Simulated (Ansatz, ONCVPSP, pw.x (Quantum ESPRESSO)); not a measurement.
**Os: one change to the ONCV potential, in the atom and in the bcc crystal**

| Quantity | Value |
| --- | --- |
| Element | osmium (Os) |
| Generator | ONCVPSP 4.0.1.1 (patched build) |
| Type | optimised norm-conserving Vanderbilt (ONCV) |
| Functional | PBE |
| Relativity | scalar-relativistic |
| Frozen core | [Kr] 4d10 4f14 |
| Valence charge | 16 |
| Reference configuration | 5s2 5p6 5d6 6s2 |
| Partial waves | 5s+6s: rc 1.50 bohr, ncon 3, nbas 7, qcut 7.7 1/bohr, 2 projectors; 5p: rc 1.60 bohr, ncon 4, nbas 8, qcut 6.8 1/bohr, 2 projectors, debl 0.7 Ha; 5d: rc 2.45 bohr, ncon 4, nbas 9, qcut 5.7 1/bohr, 1 projector |
| Local potential | polynomial inside 1.40 bohr (lpopt 5, dvloc0 6 Ha) |
| Core correction | Teter function, fcfact 1.75, rcfact 1.35 |

In the p channel the program set the typed energies aside and used -1.868, 0.250 Ha.

Change: local potential polynomial inside 1.40 bohr (lpopt 5, dvloc0 8 Ha).

Cutoffs, loose and tight: the cutoffs (Ha) at which the residual kinetic energy of the hardest occupied pseudo-wave falls to 1 and 0.1 mHa per electron. They do not see the model core or the augmentation charge, which bear on the density cutoff. Test errors are all-electron minus pseudo excitation energies from the reference, over the configurations 5s2 5p6 5d6 6s1; 5s2 5p6 5d6 6s0; 5s2 5p6 5d5 6s0; 5s2 5p6 5d6 6s1 6p1; variants that change the core or the reference have their own tests.

Crystal test: bcc Os in pw.x 7.5, no spin, 15³ k-points, Fermi–Dirac smearing 0.01 Ry, cutoffs set for each file from its atomic test. The reference is all-electron LAPW (Ansatz 0.2.0) with the same functional, mesh and smearing; V0 and B0 come from Birch–Murnaghan fits to the pressures at five volumes. Errors are pseudo minus all-electron; Δ is the rms difference of the E(V) curves that follow from these fits, minima aligned, over ±6 % about the mean V0. Mesh and smearing are coarse, so the numbers serve the comparison and aren't converged zero-temperature values; the lattice is a test structure that the element need not adopt.

All-electron: a0 = 3.093 Å (V0 = 14.79 Å³/atom), B0 = 347.4 GPa.

Does the change bring the crystal closer to the all-electron result?

The mean pressure error goes from -1.02 to -0.62 GPa, so the change moves the solid closer to the all-electron pressures. At 80 % of its cutoff the pressure of the changed file moves by -0.99 GPa.

| quantity | base | changed |
| --- | --- | --- |
| outcome (atom) | generated, projector energies reset by the program | generated, projector energies reset by the program |
| cutoff, loose (atom) | 22 Ha | 22 Ha |
| cutoff, tight (atom) | 26 Ha | 26 Ha |
| bound ghosts (atom) | none | none |
| largest test error (meV) (atom) | -28 | -29 |
| cutoffs in pw.x (Ry) | 65/260 | 65/260 |
| a0 (Å) | 3.090 | 3.091 |
| a0 error (%) | -0.10 | -0.06 |
| B0 error (%) | -0.1 | -0.1 |
| Δ (meV/atom) | 3.3 | 2.0 |
| mean pressure error (GPa) | -1.02 | -0.62 |
